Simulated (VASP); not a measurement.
# CrO2: single point with PBEsol+U

CrO2:

```xyz
3
Lattice="0.0000 2.3368 2.3368 2.3368 0.0000 2.3368 2.3368 2.3368 0.0000" Properties=species:S:1:pos:R:3 pbc="T T T"
Cr    0.0000    0.0000    0.0000
O     1.1684    1.1684    1.1684
O     3.5053    3.5053    3.5053
```

Measurements of this composition are mostly on another form, of space group No. 136.

```yaml
Program: VASP 6.6.1
Task: single point
Functional: PBEsol
Potentials_or_basis: VASP PAW PBE potentials, release 64 (Cr_pv, O)
Cutoff: 520 eV
k_mesh: 7 × 7 × 7
Occupations: gaussian, width 0.05 eV
Spin: collinear spin, zero start
Starting_moments: "[0.0, 0.0, 0.0] μB"
Hubbard_terms: Cr d U = 8 eV
Further_INCAR_settings: ALGO = Fast; EDIFF = 1e-06
```

The pressure is 6.2 GPa. The band gap on the k mesh is none (metal or under the smearing width), the net moment is 0.00 μB per cell and the valence electrons inside the program's atomic spheres are Cr 10.61; O 5.01.

Levels at points of the mesh, in eV from the Fermi level:
Spin up:
| k point | band 9 | band 10 | band 11 | band 12 | band 13 | band 14 | band 15 | band 16 |
| --- | --- | --- | --- | --- | --- | --- | --- | --- |
| (0.00, 0.00, 0.00) | -0.94 | -0.94 | -0.56 | -0.56 | -0.56 | 5.46 | 5.46 | 8.35 |
Spin down:
| k point | band 9 | band 10 | band 11 | band 12 | band 13 | band 14 | band 15 | band 16 |
| --- | --- | --- | --- | --- | --- | --- | --- | --- |
| (0.00, 0.00, 0.00) | -0.94 | -0.94 | -0.56 | -0.56 | -0.56 | 5.46 | 5.46 | 8.35 |

Eigenvalues of the final occupation matrices:
```tsv
site	spin	trace	eigenvalues
site 1 d	1	1.98	0.25 0.25 0.25 0.62 0.62
site 1 d	2	1.98	0.25 0.25 0.25 0.62 0.62
```

Run time: 39 s on 1 thread of Intel(R) Xeon(R) Platinum 8488C (Sapphire Rapids) (shared host), peak memory 0.17 GiB.

Caveat: the PAW data sets were made with another functional, which shifts forces and pressure a little.
